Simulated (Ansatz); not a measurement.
## A series in temperature on Li2Se

Harmonic vibrational free energy, entropy and heat capacity at constant volume, per atom, from the force constants of a q mesh, imaginary modes left out; plane waves with PAW datasets, Gamma-centred k mesh. The results are calculated, by Ansatz 0.2.0.

Structure of every row (space group Fm-3m, No. 225):
```
CELL_PARAMETERS angstrom
0.00000 3.00320 3.00320
3.00320 0.00000 3.00320
3.00320 3.00320 0.00000
ATOMIC_POSITIONS crystal
Li 0.75000 0.75000 0.75000
Li 0.25000 0.25000 0.25000
Se 0.00000 0.00000 0.00000
```

Settings of every row: functional PBE; dispersion none; spin none; wave cutoff 420 eV; k mesh 8x8x8; occupations fixed; smearing width 0 eV; pressure 0 GPa; phonon method linear response; q mesh 2x2x2.

Limits: coarse q mesh; phonon interpolation lacks quadrupole term; the cell comes from a prototype or a list of computed structures and needn't be the stable phase.

| row | temperature (K) | phonon entropy (kB/atom) | phonon heat capacity (kB/atom) | phonon free energy (meV/atom) |
| --- | --- | --- | --- | --- |
| 1 | 200 | ? | ? | ? |
| 2 | 300 | 3.108 | 2.638 | 7.3 |
| 3 | 400 | 3.89 | 2.786 | -23 |
| 4 | 500 | 4.52 | 2.859 | -59.3 |
| 5 | 600 | 5.046 | 2.901 | -100.6 |
| 6 | 700 | 5.495 | 2.927 | -146 |
| 7 | 800 | 5.887 | 2.944 | -195.1 |
| 8 | 900 | 6.234 | 2.955 | -247.4 |
| 9 | 1000 | 6.546 | 2.964 | -302.4 |

Question: what phonon entropy and phonon heat capacity should row 1 give?

Worked fit of phonon entropy. Entropy rises as the heat capacity times the change of ln T, so take t = ln(T / 300 K). The shown rows have t = 0, 0.2877, 0.5108, 0.6931, 0.8473, 0.9808, 1.0986, 1.204. Least squares give phonon entropy = 3.1048 + 2.71258 × t + 0.12343 × t² kB/atom; a straight line predicts inner rows, each left out in turn, worse (root mean square 0.016 against 0.0042 kB/atom). The rows lie off it by 0.003, -0.005, -0.003, 0.002, 0.003, 0.003, 0.000, -0.004 (root mean square 0.0032 kB/atom), a smooth pattern that one more power would take up: the form is only approximate. The withheld row has t = -0.4055, so the fit gives 3.1048 + 2.71258 × (-0.4055) + 0.12343 × (-0.4055)² = 2.025 kB/atom.

The calculation gave 2.104 kB/atom. The fit lies 0.079 kB/atom (3.8 % of the value, 1.8 % of the column's range) below it; its largest miss of a shown row is 0.005 kB/atom. This row lies beyond the range of the fit.

Worked fit of phonon heat capacity. At high temperature a harmonic heat capacity falls short of its limit by a term in 1/T², so take t = (100 K / T)². The shown rows have t = 0.11111, 0.0625, 0.04, 0.02778, 0.02041, 0.01562, 0.01235, 0.01. Least squares give phonon heat capacity = 2.9999 − 3.653 × t + 3.567 × t² kB/atom; a straight line predicts inner rows, each left out in turn, worse (root mean square 0.0037 against 0.00057 kB/atom). All shown rows lie on it to the printed digit. The constant, 2.9999 kB/atom, is to be held against the harmonic limit of 3 k_B an atom. The withheld row has t = 0.25, so the fit gives 2.9999 − 3.653 × (0.25) + 3.567 × (0.25)² = 2.310 kB/atom.

The calculation gave 2.285 kB/atom. The fit lies 0.025 kB/atom (1.1 % of the value, 3.7 % of the column's range) above it; its largest miss of a shown row is 0.000 kB/atom. This row lies beyond the range of the fit.

The other values of row 1: phonon free energy 30 meV/atom.
